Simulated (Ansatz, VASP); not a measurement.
# Al2O3 in two plane-wave programs, part 2 of 3

One calculation is typed for both programs; each brings its own data sets. How far apart do they land? Of the first pair: The structure shown is frame 474 of Ansatz's trajectory.

VASP 6.6.1 and Ansatz 0.2.0.

So far. Step 3 (VASP: single point, PBE with D3(BJ), pair 1): The run ends at a pressure of 2.40 GPa, with forces up to 7.4 eV/Å.

**4. Comparison**

Known differences besides the potentials themselves: the cutoff is 420 eV in Ansatz and 520 eV in VASP (PREC = Accurate, projectors in real space). Total energies have different zeros and are not compared.

Forces on 7 of the 75 atoms, those with the largest forces and the largest differences (eV/Å; atoms numbered as in POSCAR):

```
atom         Ansatz x, y, z           VASP x, y, z
Al13   -2.749, 4.009, 0.366   -2.793, 4.108, 0.380
Al20  -1.774, -3.410, 4.958  -1.804, -3.471, 5.020
Al25  -4.726, -1.933, 0.105  -4.823, -1.964, 0.173
Al26  -1.188, 4.104, -4.201  -1.205, 4.131, -4.235
Al30   5.322, -1.442, 2.972   5.376, -1.448, 2.981
 O49  -6.745, 2.679, -0.364  -6.874, 2.719, -0.365
 O58   4.452, 2.376, -2.955   4.555, 2.423, -3.031
```

The forces differ by 31 meV/Å r.m.s., which is 1.6 % of the r.m.s. force of 1.999 eV/Å (both taken over all components).

**5. Ansatz: dynamics, PBE with D3(BJ)**

One frame of this run of dynamics is then solved in both programs, so the motion causes no difference.

The structure compared here is frame 949 of Ansatz's trajectory.

Contents of input.yaml:

```yaml
crystal:
  lattice:
    - [9.5429, 0.0, 0.0]
    - [0.0, 9.5429, 0.0]
    - [0.0, 0.0, 9.5429]
  atoms:
    - { symbol: Al, position: [0.40079, 0.82568, 0.0993] }
    - { symbol: Al, position: [0.54951, 0.05436, 0.02134] }
    - { symbol: Al, position: [0.14593, 0.99892, 0.58559] }
    - { symbol: Al, position: [0.52289, 0.51563, 0.12324] }
    - { symbol: Al, position: [0.37154, 0.49082, 0.59575] }
    - { symbol: Al, position: [0.92655, 0.05387, 0.84861] }
    - { symbol: Al, position: [0.19286, 0.5946, 0.3507] }
    - { symbol: Al, position: [0.6321, 0.04715, 0.52839] }
    - { symbol: Al, position: [0.77118, 0.66344, 0.08078] }
    - { symbol: Al, position: [0.22782, 0.56547, 0.00335] }
    - { symbol: Al, position: [0.41174, 0.8026, 0.54996] }
    - { symbol: Al, position: [0.39224, 0.04343, 0.71882] }
    - { symbol: Al, position: [0.12748, 0.31581, 0.12397] }
    - { symbol: Al, position: [0.06025, 0.87751, 0.09974] }
    - { symbol: Al, position: [0.42262, 0.32537, 0.33995] }
    - { symbol: Al, position: [0.61558, 0.78766, 0.83141] }
    - { symbol: Al, position: [0.72638, 0.31831, 0.97804] }
    - { symbol: Al, position: [0.9024, 0.50765, 0.25954] }
    - { symbol: Al, position: [0.00107, 0.40234, 0.8549] }
    - { symbol: Al, position: [0.77979, 0.31926, 0.53224] }
    - { symbol: Al, position: [0.00825, 0.06382, 0.29742] }
    - { symbol: Al, position: [0.63998, 0.58901, 0.39063] }
    - { symbol: Al, position: [0.37135, 0.01678, 0.31163] }
    - { symbol: Al, position: [0.15084, 0.8032, 0.82501] }
    - { symbol: Al, position: [0.40719, 0.33531, 0.84045] }
    - { symbol: Al, position: [0.77953, 0.81719, 0.36526] }
    - { symbol: Al, position: [0.63159, 0.51737, 0.72277] }
    - { symbol: Al, position: [0.87746, 0.9644, 0.60753] }
    - { symbol: Al, position: [0.12615, 0.3048, 0.53022] }
    - { symbol: Al, position: [0.92059, 0.65425, 0.60642] }
    - { symbol: O, position: [0.36952, 0.46289, 0.05596] }
    - { symbol: O, position: [0.03603, 0.95457, 0.4501] }
    - { symbol: O, position: [0.038, 0.6726, 0.72691] }
    - { symbol: O, position: [0.09689, 0.45983, 0.96539] }
    - { symbol: O, position: [0.76802, 0.97217, 0.7719] }
    - { symbol: O, position: [0.32358, 0.93783, 0.44754] }
    - { symbol: O, position: [0.74211, 0.00303, 0.39226] }
    - { symbol: O, position: [0.04751, 0.42911, 0.22022] }
    - { symbol: O, position: [0.53432, 0.48719, 0.31286] }
    - { symbol: O, position: [0.03654, 0.35796, 0.6712] }
    - { symbol: O, position: [0.45035, 0.97692, 0.16649] }
    - { symbol: O, position: [0.58104, 0.6731, 0.70292] }
    - { symbol: O, position: [0.04107, 0.91582, 0.92488] }
    - { symbol: O, position: [0.78065, 0.47185, 0.06177] }
    - { symbol: O, position: [0.26735, 0.88979, 0.7079] }
    - { symbol: O, position: [0.516, 0.16422, 0.41294] }
    - { symbol: O, position: [0.29176, 0.26986, 0.22351] }
    - { symbol: O, position: [0.92367, 0.05098, 0.15668] }
    - { symbol: O, position: [0.78097, 0.43845, 0.39231] }
    - { symbol: O, position: [0.28954, 0.42408, 0.44289] }
    - { symbol: O, position: [0.75904, 0.6572, 0.27061] }
    - { symbol: O, position: [0.52745, 0.95712, 0.63051] }
    - { symbol: O, position: [0.18241, 0.95783, 0.17103] }
    - { symbol: O, position: [0.79598, 0.47545, 0.65537] }
    - { symbol: O, position: [0.00415, 0.03988, 0.69111] }
    - { symbol: O, position: [0.51979, 0.8825, 0.93008] }
    - { symbol: O, position: [0.2645, 0.73524, 0.94895] }
    - { symbol: O, position: [0.5736, 0.42185, 0.87818] }
    - { symbol: O, position: [0.30634, 0.47428, 0.76197] }
    - { symbol: O, position: [0.60965, 0.75062, 0.41031] }
    - { symbol: O, position: [0.24263, 0.1589, 0.60651] }
    - { symbol: O, position: [0.84271, 0.79616, 0.55196] }
    - { symbol: O, position: [0.03497, 0.21527, 0.39876] }
    - { symbol: O, position: [0.42468, 0.13918, 0.86508] }
    - { symbol: O, position: [0.55342, 0.67896, 0.10314] }
    - { symbol: O, position: [0.61914, 0.20533, 0.06676] }
    - { symbol: O, position: [0.13954, 0.21671, 0.95544] }
    - { symbol: O, position: [0.94434, 0.75809, 0.13535] }
    - { symbol: O, position: [0.74724, 0.67178, 0.88645] }
    - { symbol: O, position: [0.51933, 0.42225, 0.63479] }
    - { symbol: O, position: [0.76023, 0.15691, 0.58932] }
    - { symbol: O, position: [0.04479, 0.60054, 0.44871] }
    - { symbol: O, position: [0.24528, 0.70256, 0.21432] }
    - { symbol: O, position: [0.37021, 0.63538, 0.5076] }
    - { symbol: O, position: [0.86249, 0.26464, 0.87993] }
kpoints:
  mp_grid: { grid: [1, 1, 1] }
hamiltonian:
  xc: pbe
  dispersion: d3bj
scf:
  occupations: { method: fermi_dirac, width: 0.207 }
output:
  forces: true
  stress: true
md:
  timestep: 2.0
  n_steps: 1400
  ensemble: nvt_nose_hoover
  temperature: 2400
  initial_velocities: maxwell_boltzmann
  seed: 7
```

Launch:

```sh
$ ansatz run input.yaml --threads 4 --pin off --max-ram 15360MiB --backend cpu --events-out ev --progress --plain --runs-dir out
```

Numbers of over 12 decimals in the logs are rounded to 6 here.

The log of the run:

```text
[...]
Crystal: 75 atoms, lattice volume = 869.043 Å³
Basis set: ecut = 420 eV, 17071 PW (Γ), exchange–correlation on 128×128×128 points (8 copies of the dense FFT grid, shifted against one another)
Bands: 266, of which v1, the nominal top of the filled ones, is band 180 counted from 1 (179 counted from 0)
Symmetry: 1 space group operations
k-points: 1
[...]
atom  75  O      2.05176439     1.28233222     0.86317594
  max |Σ_I F_I| component: 1.40e-4 eV/Å
--- Stress (GPa, compression-positive) ---
       -3.515730      -0.476719       0.140888
       -0.476706      -0.459956       2.073972
        0.140891       2.073970      -1.631185
  P = ⅓ Tr σ = -1.8690 GPa (-18.690 kbar)
--- MD trajectory: 1400 steps, t = 0.0 → 2800.0 fs ---
[...]
conserved energy: peak-to-peak 2.118e-1 eV (2.824e-3 eV/atom) over 2800.0 fs
[key lines of the parts left out:]
SCF converged after 10 iterations
Free energy (F): -41748.042436 eV
Fermi energy:    6.162707 eV
```

**6. VASP: single point, PBE with D3(BJ), pair 2**

The same cell, functional, mesh and smearing now go to VASP, with its own data sets.

Contents of INCAR:

```
SYSTEM = Al2O3
PREC = Accurate
ENCUT = 520
EDIFF = 1E-06
NELM = 120
ISMEAR = -1
SIGMA = 0.207
LREAL = Auto
ALGO = Normal
GGA = PE
IVDW = 12
NBANDS = 232
LORBIT = 11
LWAVE = .FALSE.
LCHARG = .FALSE.
ISIF = 2
LASPH = .TRUE.
GGA_COMPAT = .FALSE.
EFERMI = MIDGAP
NCORE = 2
```

Contents of POSCAR:

```
Al2O3
1.0
    9.5429000000      0.0000000000      0.0000000000
    0.0000000000      9.5429000000      0.0000000000
    0.0000000000      0.0000000000      9.5429000000
Al O
30 45
Direct
    0.3240524369      0.7445325844      0.0930010793
    0.4849469239      0.0704502824      0.0025568747
    0.1706189942      0.0581898584      0.4781879722
    0.4177032139      0.5711156986      0.2832577099
    0.3595552715      0.4595039244      0.6110197110
    0.0275702355      0.1397793124      0.9384673422
    0.1250039296      0.8239738444      0.2925840153
    0.7487870563      0.0685535843      0.5725722789
    0.6748053527      0.6672499974      0.1019082250
    0.1666998502      0.5245051295      0.0745370904
    0.4792987457      0.7736537111      0.5981200683
    0.3707468380      0.1077974201      0.6995148225
    0.9759402278      0.3046348594      0.1505831561
    0.9587546763      0.8505066594      0.0595940437
    0.5467101196      0.2271636505      0.2704418992
    0.6953337036      0.8717266240      0.8310262080
    0.7414936759      0.3967242662      0.9895210051
    0.9014974484      0.5831351057      0.2715631517
    0.0302004632      0.3751899318      0.8031311237
    0.9423445703      0.2980645297      0.4540862840
    0.8773852812      0.0139475422      0.3331796414
    0.6609311635      0.3922602144      0.4504081568
    0.2592293747      0.0607991281      0.1648345891
    0.2266920957      0.6595164992      0.7806327217
    0.3821479844      0.3877437676      0.9521529095
    0.7171090549      0.7494577120      0.4294082512
    0.6676796362      0.5745947249      0.7401628436
    0.9814417001      0.9959760660      0.7078665814
    0.2884762494      0.3111947102      0.3912437519
    0.0031227405      0.6618847520      0.5600917960
    0.3231407643      0.5043854593      0.1051252764
    0.1196282053      0.2233388173      0.4298378899
    0.0958828029      0.7399532637      0.6949983758
    0.0633560029      0.4273753262      0.9797441029
    0.8184094982      0.9347577780      0.6877993063
    0.2484674470      0.9811587673      0.3275000262
    0.7262991334      0.9307024070      0.4370474384
    0.0489683430      0.4334321852      0.2526590449
    0.5204707164      0.4033993859      0.3214326882
    0.0073143384      0.4560877721      0.6497186390
    0.3342275409      0.9503295644      0.0492512758
    0.5845078540      0.7351748420      0.7749426275
    0.0057739262      0.9730794622      0.9021785830
    0.7666537426      0.4976160287      0.1395173375
    0.3549759507      0.6416707709      0.6480315208
    0.6269373042      0.1999811378      0.4544216119
    0.3731779648      0.2333881734      0.2096113341
    0.8643074956      0.2460991942      0.9899296859
    0.8165128001      0.4503138459      0.3946075092
    0.3629190288      0.2607383500      0.5708118077
    0.7700174999      0.7427825923      0.2506365989
    0.4598497312      0.9521738675      0.6132307789
    0.9925494347      0.9427742091      0.2212430184
    0.8033302246      0.4940741284      0.8220037934
    0.0124071299      0.9200767062      0.4420563980
    0.5826216349      0.9933248803      0.8741263138
    0.2037011810      0.7019459493      0.9577067768
    0.5487011286      0.4284232256      0.9734252690
    0.2673610747      0.4557943602      0.8191744648
    0.5443942617      0.6845089019      0.4242001907
    0.1956113970      0.0185582999      0.6501587568
    0.8034664515      0.6693562753      0.5779584822
    0.8714332121      0.2019407098      0.2944492764
    0.3834683377      0.1751563990      0.8788313825
    0.5005920632      0.6907124669      0.1616804116
    0.5897997464      0.1662282954      0.1197015582
    0.1255488374      0.1627702271      0.0759307967
    0.0096825912      0.6763038489      0.1226985508
    0.7911850695      0.7896760943      0.9584822224
    0.5677624202      0.4366282786      0.6288444812
    0.9034255834      0.1628750170      0.5821710382
    0.0213352335      0.6759999581      0.3805342192
    0.2405243689      0.6952079557      0.2303492649
    0.3023818755      0.4910666569      0.4385668927
    0.0657347347      0.1863060495      0.7758647791
```

Contents of KPOINTS:

```
Automatic mesh
0
Gamma
1 1 1
0 0 0
```

PAW data sets: Al and O (PBE family, release 64).

Launch:

```sh
$ mpirun -np 8 vasp_gam
```

The log of the run:

```text
[... set-up lines as in an earlier step ...]
 entering main loop
       N       E                     dE             d eps       ncg     rms          rms(c)
DAV:   1     0.306883490445E+04    0.30688E+04   -0.20868E+05   464   0.152E+03
DAV:   2    -0.319305501383E+03   -0.33881E+04   -0.32567E+04   584   0.355E+02
DAV:   3    -0.602709119492E+03   -0.28340E+03   -0.28096E+03   536   0.109E+02
DAV:   4    -0.608227331651E+03   -0.55182E+01   -0.54949E+01   552   0.167E+01
[...]
DAV:  16    -0.523016171502E+03   -0.73314E-06   -0.32451E-05   584   0.210E-02    0.106E-02
DAV:  17    -0.523016172684E+03   -0.11820E-05   -0.27076E-05   528   0.146E-02    0.793E-03
DAV:  18    -0.523016172367E+03    0.31702E-06   -0.53754E-06   528   0.672E-03
   1 F= -.53597370E+03 E0= -.53594862E+03  d E =-.501638E-01
```

Parts of OUTCAR (step 6):

```text
 Edisp (eV)  -12.95753

  Total       7.18807   -32.01402     0.68277    -1.91730    21.32181    -5.55497
  in kB      13.25201   -59.02143     1.25877    -3.53475    39.30914   -10.24120
  external pressure =      -14.84 kB  Pullay stress =        0.00 kB

  FREE ENERGIE OF THE ION-ELECTRON SYSTEM (eV)
  ---------------------------------------------------
  free  energy   TOTEN  =      -535.9737041146 eV

  energy  without entropy=     -535.9235403625  energy(sigma->0) =     -535.94862224

[... 3 further parts left out ...]
[key lines of the parts left out:]
E-fermi :   5.0743
```

The run ends at a pressure of -1.48 GPa, with forces up to 11 eV/Å.

**7. Side by side**

Forces on 7 of the 75 atoms, those with the largest forces and the largest differences (eV/Å; atoms numbered as in POSCAR):

```
atom         Ansatz x, y, z           VASP x, y, z
 Al1   3.548, 2.524, -4.670   3.615, 2.573, -4.737
Al10   -9.476, 5.216, 1.552   -9.586, 5.312, 1.605
Al22  -3.779, -0.019, 2.776  -3.803, -0.019, 2.791
Al28    5.409, 1.278, 0.139    5.470, 1.272, 0.129
 O31   7.447, -3.150, 1.026   7.585, -3.175, 1.055
 O47  -4.569, -1.780, 2.372  -4.613, -1.789, 2.366
 O53  0.592, -0.889, -6.730  0.612, -0.909, -6.756
```

The forces differ by 30 meV/Å r.m.s., which is 1.6 % of the r.m.s. force of 1.928 eV/Å (both taken over all components).

**8. Ansatz: dynamics, PBE with D3(BJ)**

One frame of this run of dynamics is then solved in both programs, so the motion causes no difference.

The structure compared here is frame 1400 of Ansatz's trajectory.

input.yaml is that of step 5.

Launch:

```sh
$ ansatz run input.yaml --threads 4 --pin off --max-ram 15360MiB --backend cpu --events-out ev --progress --plain --runs-dir out
```

The log of the run:

```text
[...]
Crystal: 75 atoms, lattice volume = 869.043 Å³
Basis set: ecut = 420 eV, 17071 PW (Γ), exchange–correlation on 128×128×128 points (8 copies of the dense FFT grid, shifted against one another)
Bands: 266, of which v1, the nominal top of the filled ones, is band 180 counted from 1 (179 counted from 0)
Symmetry: 1 space group operations
k-points: 1
[...]
atom  75  O      2.05176439     1.28233222     0.86317594
  max |Σ_I F_I| component: 1.40e-4 eV/Å
--- Stress (GPa, compression-positive) ---
       -3.515730      -0.476719       0.140888
       -0.476706      -0.459956       2.073972
        0.140891       2.073970      -1.631185
  P = ⅓ Tr σ = -1.8690 GPa (-18.690 kbar)
--- MD trajectory: 1400 steps, t = 0.0 → 2800.0 fs ---
[...]
conserved energy: peak-to-peak 2.118e-1 eV (2.824e-3 eV/atom) over 2800.0 fs
[key lines of the parts left out:]
SCF converged after 10 iterations
Free energy (F): -41748.042436 eV
Fermi energy:    6.162707 eV
```

[end of part 2 of 3]

[Lines on the potential files, build, host, timing and source positions are cut from VASP's logs without a mark.]

[Logs are printed without paths, hosts, clocks, repeated set-up lines and the standing remarks that a program may print on its own settings, such as how far it seeks lower states.]

[Hosts, paths, dates, database ids (printed as entryN), source tags and the programs' standing remarks are cut or masked in the printed files.]
